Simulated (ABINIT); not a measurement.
Input of an ABINIT 10.8.3 (patched build) run:

The input run.abi:

```
# Pseudopotentials
pp_dirpath "./"
pseudos "Te.upf"

# Structure
acell 3*1.0 Angstrom
rprim
     3.8202894285    -2.1482026000     0.0000000000
     3.8202894285     2.1482026000     0.0000000000
    -0.0942908673     0.0000000000     5.9760906531
ntypat 1
znucl 52
natom 3
typat 1 1 1
xred
     0.0000000000     0.0000000000     0.0000000000
     0.3094466100     0.3094466100     0.3388094900
     0.6905533900     0.6905533900     0.6611905100
chkprim 0
chksymtnons 0
tolsym 1.0e-6

# Plane-wave basis
ecut 925.187132 eV

# k points
kptopt 1
ngkpt 5 5 4
nshiftk 1
shiftk 0.0 0.0 0.0

# Exchange and correlation
ixc -116133

# Bands and occupations
nband 29
occopt 3
tsmear 0.00183747

# SCF cycle
nstep 100
tolvrs 1.0e-10

# Output
iomode 3
prtwf 0
prtden 0
prteig 0
prtebands 0
enunit 1
prtvol 2
```

Potentials or basis: PseudoDojo NC SR PBEsol v0.4.1 standard.

Launch:

```console
$ abinit run.abi > log 2>&1
```

Q: Predict the band gap on the k mesh.

A: None (metal or under the smearing width).

Q: Predict the largest force.

A: 0.029 eV/Å.

Stress tensor (GPa, compression positive):
```
-2.33  0.00 -0.20
 0.00 -2.02  0.00
-0.20  0.00 -2.71
```

Caveat: the cutoff is short for stress, so the pressure is rough. Spin-orbit coupling is left out, which matters for the levels of Te.
